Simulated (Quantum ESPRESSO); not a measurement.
## InP: equation of state with r2SCAN

**What was measured.**

A printed reference work, data compilation reports, for a bulk crystal of InP: bulk modulus 71 GPa.

InP:

```xyz
2
Lattice="0.0000 2.9305 2.9305 2.9305 0.0000 2.9305 2.9305 2.9305 0.0000" Properties=species:S:1:pos:R:3 pbc="T T T"
In    0.0000    0.0000    0.0000
P     4.3957    4.3957    4.3957
```

```yaml
Program: Quantum ESPRESSO 7.5
Task: equation of state
Functional: r2SCAN
Potentials_or_basis: SG15 PBE 1.2
Cutoff: 952 eV
Density_cutoff: 3810 eV
k_mesh: 6 × 6 × 6
Occupations: fermi-dirac, width 0.05 eV
Spin: no spin polarisation
```

```
Equilibrium volume                      : 25.28 Å³/atom
Bulk modulus                            : 68 GPa
Pressure derivative of the bulk modulus : 4.7
```

Energy against volume, from the lowest point:
| volume (Å³/atom) | energy (meV/atom) |
| --- | --- |
| 23.657 | 24.88 |
| 24.160 | 11.30 |
| 24.663 | 3.21 |
| 25.167 | 0.00 |
| 25.670 | 1.17 |
| 26.173 | 6.21 |
| 26.677 | 14.76 |

All runs of the series together: 19 min on 2 threads of Arm Neoverse V2, on a shared host.

Measured bulk modulus of InP: 71 GPa (a printed reference work, data compilation). This calculation gives 68 GPa (-4.2 %). The fit is for a static lattice scaled at fixed shape and fixed fractional positions.

Caveat: the potentials were made for another functional, which shifts forces and pressure.
